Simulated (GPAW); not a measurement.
Crystal: ZnS (Wurtzite-4H).

```
CELL_PARAMETERS angstrom
3.82270 0.00000 0.00000
-1.91135 3.31056 0.00000
0.00000 0.00000 12.52000
ATOMIC_POSITIONS crystal
Zn 0.66667 0.33333 0.75000
Zn 0.33333 0.66667 0.25000
Zn 0.00000 0.00000 0.50000
Zn 0.00000 0.00000 0.00000
S 0.66667 0.33333 0.93750
S 0.33333 0.66667 0.43750
S 0.00000 0.00000 0.68750
S 0.00000 0.00000 0.18750
```

Base run:

| Property | Result |
| --- | --- |
| Program | GPAW 26.7.0 |
| Functional | LDA |
| Potentials or basis | the program's PAW data sets (release 1.2.1) made for this functional |
| Cutoff | 450 eV |
| Basis | pw |
| k mesh | 7 × 7 × 2 |
| Occupations | fermi-dirac, width 0.05 eV |
| Spin | no spin polarisation |

Its results: band gap on the k mesh 1.88 eV, direct; pressure -5.6 GPa; largest force 0.038 eV/Å.

The run is repeated on the same cell with these changes: cutoff from 450 eV to 600 eV; k mesh from 7 × 7 × 2 to 5 × 5 × 2. What comes out?

Band gap on the k mesh 1.87 eV, direct; pressure -5.1 GPa; largest force 0.042 eV/Å.

Caveats: the cutoff is short for stress and forces, so pressures can be off by a GPa or more (some runs); an odd mesh through Γ misses points on the zone boundary, where band edges often lie (some runs).

Not every run made on this cell is shown here.
